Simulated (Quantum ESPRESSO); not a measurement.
# CoPdO2 (R-3m) in Quantum ESPRESSO: single point with PBE

Aim: the single point of CoPdO2 with PBE.

All numbers are computed with Quantum ESPRESSO 7.5; they aren't measurements. Logs are shortened: lines on timing, memory, paths and dates and some standing lists are left out, and cuts for length are marked.

## Step 1: The structure

It takes space group R-3m (No. 166, trigonal). The conventional cell has a = 2.863 Å, b = 2.863 Å, c = 17.873 Å, α = 90.00°, β = 90.00°, γ = 120.00°. Around Pd (site symmetry -3m) lie 2 O at 2.01 Å. Around Co (site symmetry -3m) lie 6 O at 1.92 Å. O (site symmetry 3m) is surrounded by 3 Co at 1.92 Å and 1 Pd at 2.01 Å.

The cell is a database's computed one.

## Step 2: Single point, PBE, collinear spin, ferromagnetic start

The input, pw.in:

```
&CONTROL
  calculation = 'scf'
  prefix = 'pwscf'
  outdir = './tmp'
  pseudo_dir = './pseudo'
  tprnfor = .true.
  tstress = .true.
  disk_io = 'nowf'
/
&SYSTEM
  ibrav = 0
  nat = 4
  ntyp = 3
  ecutwfc = 60
  ecutrho = 440
  nbnd = 36
  occupations = 'smearing'
  smearing = 'fd'
  degauss = 0.00367493
  nspin = 2
  starting_magnetization(1) = 0
  starting_magnetization(2) = 0.2059
  starting_magnetization(3) = 0
/
&ELECTRONS
  conv_thr = 8d-10
  electron_maxstep = 120
  mixing_beta = 0.3
/
ATOMIC_SPECIES
Pd   106.4200 Pd_ONCV_PBE-1.0.oncvpsp.upf
Co    58.9332 Co_pbe_v1.2.uspp.F.UPF
O     15.9990 O.pbe-n-kjpaw_psl.0.1.UPF
CELL_PARAMETERS angstrom
   1.4316899074    0.8265865534    5.9577715763
  -1.4316899074    0.8265865534    5.9577715763
   0.0000000000   -1.6531731068    5.9577715763
ATOMIC_POSITIONS crystal
Pd     0.0000000000    0.0000000000    0.0000000000
Co     0.5000000000    0.5000000000    0.5000000000
O      0.1124760000    0.1124760000    0.1124760000
O      0.8875240000    0.8875240000    0.8875240000
K_POINTS automatic
11 11 11 0 0 0
```

Potentials or basis: SSSP 1.3 efficiency PBE.

Started as:

```bash
$ OMP_NUM_THREADS=1 pw.x -in pw.in > pw.out
```

pw.out:

```text
This program is part of the open-source Quantum ESPRESSO suite
     for quantum simulation of materials; please cite
         "P. Giannozzi et al., J. Phys.:Condens. Matter 21 395502 (2009);
         "P. Giannozzi et al., J. Phys.:Condens. Matter 29 465901 (2017);
         "P. Giannozzi et al., J. Chem. Phys. 152 154105 (2020);
     in publications or presentations arising from this work. More details at

     file O.pbe-n-kjpaw_psl.0.1.UPF: wavefunction(s)  2P renormalized
     Message from routine setup:
     using ibrav=0 with symmetry is DISCOURAGED, use correct ibrav instead

     G-vector sticks info
     --------------------
     sticks:   dense  smooth     PW     G-vecs:    dense   smooth      PW
     Sum        2149    1181    391                44343    17995    3513

     Using Slab Decomposition

     bravais-lattice index     =            0
     lattice parameter (alat)  =      11.6840  a.u.
     unit-cell volume          =     285.4756 (a.u.)^3
     number of atoms/cell      =            4
     number of atomic types    =            3
     number of electrons       =        47.00
     number of Kohn-Sham states=           36
     kinetic-energy cutoff     =      60.0000  Ry
     charge density cutoff     =     440.0000  Ry
     scf convergence threshold =      8.0E-10
     mixing beta               =       0.3000
     number of iterations used =            8  plain     mixing
     Exchange-correlation= SLA  PW   PBX  PBC
                           (   1   4   3   4   0   0   0)

     celldm(1)=  11.683953  celldm(2)=   0.000000  celldm(3)=   0.000000
     celldm(4)=   0.000000  celldm(5)=   0.000000  celldm(6)=   0.000000

     crystal axes: (cart. coord. in units of alat)
               a(1) = (   0.231557   0.133690   0.963591 )
               a(2) = (  -0.231557   0.133690   0.963591 )
               a(3) = (   0.000000  -0.267379   0.963591 )

     reciprocal axes: (cart. coord. in units 2 pi/alat)
               b(1) = (  2.159295  1.246670  0.345928 )
               b(2) = ( -2.159295  1.246670  0.345928 )
               b(3) = (  0.000000 -2.493339  0.345928 )

     PseudoPot. # 1 for Pd read from file:
     Pd_ONCV_PBE-1.0.oncvpsp.upf
     Pseudo is Norm-conserving, Zval = 18.0
     Generated using ONCVPSP code by D. R. Hamann
     Using radial grid of 1410 points,  6 beta functions with:
                l(1) =   0
                l(2) =   0
                l(3) =   1
                l(4) =   1
                l(5) =   2
                l(6) =   2

     PseudoPot. # 2 for Co read from file:
     Co_pbe_v1.2.uspp.F.UPF
     Pseudo is Ultrasoft + core correction, Zval = 17.0
     Generated by new atomic code, or converted to UPF format
     Using radial grid of  863 points,  6 beta functions with:
                l(1) =   0
                l(2) =   0
                l(3) =   1
                l(4) =   1
                l(5) =   2
                l(6) =   2
     Q(r) pseudized with  8 coefficients,  rinner =    1.200   1.200   1.200
                                                       1.200   1.200

     PseudoPot. # 3 for O  read from file:
     O.pbe-n-kjpaw_psl.0.1.UPF
     Pseudo is Projector augmented-wave + core cor, Zval =  6.0
     Generated using "atomic" code by A. Dal Corso  v.5.0.99 svn rev. 10869
     Shape of augmentation charge: BESSEL
     Using radial grid of 1095 points,  4 beta functions with:
                l(1) =   0
                l(2) =   0
                l(3) =   1
                l(4) =   1
     Q(r) pseudized with 0 coefficients

     atomic species   valence    mass     pseudopotential
     Pd               18.00   106.42000     Pd( 1.00)
     Co               17.00    58.93320     Co( 1.00)
     O                 6.00    15.99900     O ( 1.00)

     Starting magnetic structure
     atomic species   magnetization
     Pd              0.000
     Co              0.206
     O               0.000

     12 Sym. Ops., with inversion, found

   Cartesian axes

     site n.     atom                  positions (alat units)
         1        Pd     tau(   1) = (   0.0000000   0.0000000   0.0000000  )
         2        Co     tau(   2) = (   0.0000000   0.0000000   1.4453871  )
         3        O      tau(   3) = (  -0.0000000  -0.0000000   0.3251427  )
         4        O      tau(   4) = (   0.0000000   0.0000000   2.5656315  )

     number of k points=   146  Fermi-Dirac smearing, width (Ry)=  0.0037

     Number of k-points >= 100: set verbosity='high' to print them.

     Dense  grid:    44343 G-vectors     FFT dimensions: (  80,  80,  80)

     Smooth grid:    17995 G-vectors     FFT dimensions: (  60,  60,  60)

     Check: negative core charge=   -0.000015
     Generating pointlists ...
     new r_m :   0.1341 (alat units)  1.5671 (a.u.) for type    1
     new r_m :   0.1278 (alat units)  1.4936 (a.u.) for type    2
     new r_m :   0.1278 (alat units)  1.4936 (a.u.) for type    3

     Initial potential from superposition of free atoms

     starting charge      45.9996, renormalised to      47.0000
     Starting wfcs are   31 randomized atomic wfcs +    5 random wfcs

     Self-consistent Calculation

     iteration #  1     ecut=    60.00 Ry     beta= 0.30
     Davidson diagonalization with overlap
     ethr =  1.00E-02,  avg # of iterations =  4.8

     total energy              =    -633.04163475 Ry
     estimated scf accuracy    <       5.36481189 Ry

     total magnetization       =     2.09 Bohr mag/cell
     absolute magnetization    =     2.47 Bohr mag/cell

     iteration #  2     ecut=    60.00 Ry     beta= 0.30
     Davidson diagonalization with overlap
     ethr =  1.00E-02,  avg # of iterations =  2.4

     total energy              =    -633.78228691 Ry
     estimated scf accuracy    <      17.20668328 Ry

     total magnetization       =     3.00 Bohr mag/cell
     absolute magnetization    =     3.08 Bohr mag/cell
[... 181 lines left out ...]
     iteration # 21     ecut=    60.00 Ry     beta= 0.30
     Davidson diagonalization with overlap
     ethr =  6.95E-11,  avg # of iterations =  1.3

     total energy              =    -634.99203578 Ry
     estimated scf accuracy    <          4.1E-09 Ry

     total magnetization       =     0.00 Bohr mag/cell
     absolute magnetization    =     0.00 Bohr mag/cell

     iteration # 22     ecut=    60.00 Ry     beta= 0.30
     Davidson diagonalization with overlap
     ethr =  8.78E-12,  avg # of iterations =  2.0

     Magnetic moment per site  (integrated on atomic sphere of radius R)
     atom   1 (R=0.134)  charge= 13.9289  magn=  0.0000
     atom   2 (R=0.128)  charge= 14.1371  magn= -0.0000
     atom   3 (R=0.128)  charge=  5.2875  magn= -0.0000
     atom   4 (R=0.128)  charge=  5.2875  magn= -0.0000

     End of self-consistent calculation

     Number of k-points >= 100: set verbosity='high' to print the bands.

     the Fermi energy is    14.1641 ev

!    total energy              =    -634.99203578 Ry
     estimated scf accuracy    <          7.4E-10 Ry
     smearing contrib. (-TS)   =      -0.00017394 Ry
     internal energy E=F+TS    =    -634.99186184 Ry

     The total energy is F=E-TS. E is the sum of the following terms:
     one-electron contribution =    -308.95414741 Ry
     hartree contribution      =     181.19801098 Ry
     xc contribution           =     -72.22775438 Ry
     ewald contribution        =    -415.97520278 Ry
     one-center paw contrib.   =     -19.03276825 Ry

     total magnetization       =     0.00 Bohr mag/cell
     absolute magnetization    =     0.00 Bohr mag/cell

     convergence has been achieved in  22 iterations

     Forces acting on atoms (cartesian axes, Ry/au):

     atom    1 type  1   force =     0.00000000    0.00000000   -0.00000000
     atom    2 type  2   force =    -0.00000000    0.00000000    0.00000000
     atom    3 type  3   force =    -0.00000000    0.00000000    0.00740773
     atom    4 type  3   force =    -0.00000000   -0.00000000   -0.00740773

     Total force =     0.010476     Total SCF correction =     0.000019

     Computing stress (Cartesian axis) and pressure

          total   stress  (Ry/bohr**3)                   (kbar)     P=      -13.67
  -0.00010059  -0.00000000  -0.00000000          -14.80       -0.00       -0.00
   0.00000000  -0.00010059  -0.00000000            0.00      -14.80       -0.00
  -0.00000000  -0.00000000  -0.00007762           -0.00       -0.00      -11.42

=------------------------------------------------------------------------------=
   JOB DONE.
=------------------------------------------------------------------------------=
```

Run time: 34 min. Hardware: 1 thread of Arm Neoverse V2, shared host; peak memory 0.61 GiB.

Results:

- Free energy: -8639.5068 eV
- Pressure: -1.4 GPa
- Largest force: 0.190 eV/Å
- Band gap on the k mesh: none (metal or under the smearing width)
- Net moment: 0.00 μB per cell
- Absolute moment: 0.00 μB per cell
- Valence electrons inside the program's atomic spheres: Pd 13.93; Co 14.14; O 5.29

Forces on the atoms (eV/Å):
```
Pd   0.000  0.000  0.000
Co   0.000  0.000  0.000
O    0.000  0.000  0.190
O    0.000  0.000 -0.190
```

Stress tensor (GPa, compression positive):
```
-1.48  0.00  0.00
 0.00 -1.48  0.00
 0.00  0.00 -1.14
```

Caveat: the starting moments collapsed, and a magnetic state may lie lower; semilocal functionals often make such compounds metallic where correlation or magnetic order opens a gap, which also shifts bond lengths.
